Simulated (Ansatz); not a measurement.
**Electric field gradients in SiO2**

The cell is a structure deposited in the COD whose atoms were relaxed with PBE, the cell held.

```xyz
24
Lattice="7.1600 0.0000 0.0000 0.0000 7.1600 0.0000 0.0000 0.0000 7.1600" Properties=species:S:1:pos:R:3 pbc="T T T"
Si    2.0099    2.0099    2.0099
Si    1.5701    5.1501    5.5899
Si    5.5899    1.5701    5.1501
Si    5.1501    5.5899    1.5701
Si    7.3074    7.3074    7.3074
Si    3.4326   -0.1474    3.7274
Si    3.7274    3.4326   -0.1474
Si   -0.1474    3.7274    3.4326
O     1.0779    1.0779    1.0779
O     2.5021    6.0821    4.6579
O     4.6579    2.5021    6.0821
O     6.0821    4.6579    2.5021
O     4.5811    4.7369    0.3110
O     6.1589    2.4231    3.8910
O     1.0011    6.0031    6.8490
O     2.5789    1.1569    3.2690
O     0.3110    4.5811    4.7369
O     3.8910    6.1589    2.4231
O     6.8490    1.0011    6.0031
O     3.2690    2.5789    1.1569
O     4.7369    0.3110    4.5811
O     2.4231    3.8910    6.1589
O     6.0031    6.8490    1.0011
O     1.1569    3.2690    2.5789
```

Atoms are numbered from 1 in the order listed; like atoms form one site, named after its first atom.

Computed with Ansatz: DFT, PBE, plane waves and PAW, scalar-relativistic, 420 eV cutoff, Γ-centred 4×4×4 k-points, Fermi–Dirac smearing 0.02 eV.

C_Q = eQV_zz/h, which is 24.18 MHz for Q = 1 b and V_zz = 10²¹ V/m²; η = (V_xx − V_yy)/V_zz. Directions are in the Cartesian axes of the cell vectors above, for the atom listed; none is given where the gradient is under 0.02 or η is above 0.95.

**Question.** Which values are expected at the nuclei?

**Answer.** 

```csv
site,first atom,first shell,V_zz (10²¹ V/m²),η,"direction of V_zz (x, y, z)"
Si1,1,4 O at 1.61–1.62 Å,0.40,0.00,0.58 0.58 0.58
Si5,5,4 O at 1.61–1.62 Å,-0.15,0.00,0.58 0.58 0.58
O9,9,"2 Si at 1.61 Å, angle 180°",10.60,0.00,0.58 0.58 0.58
O13,13,"2 Si at 1.62 Å, angle 146°",9.68,0.18,0.46 0.69 0.56
```

An axis of threefold or higher order runs through Si1, Si5 and O9, so V_zz lies along it and η is zero. At O13 V_zz runs parallel to the line that joins its two neighbours (within 1°).

The database positions were far from equilibrium, so the relaxed structure may not be the compound's real one.

The relaxation (5 steps) took 3.3 min of wall time (3.3 min of CPU time) and 0.71 GiB at its peak, on 1 thread of Arm Neoverse V1 (aarch64; 8 cores open to the job, memory cap 3.0 GiB, no GPU), a shared host with a load of 1.4 a core.
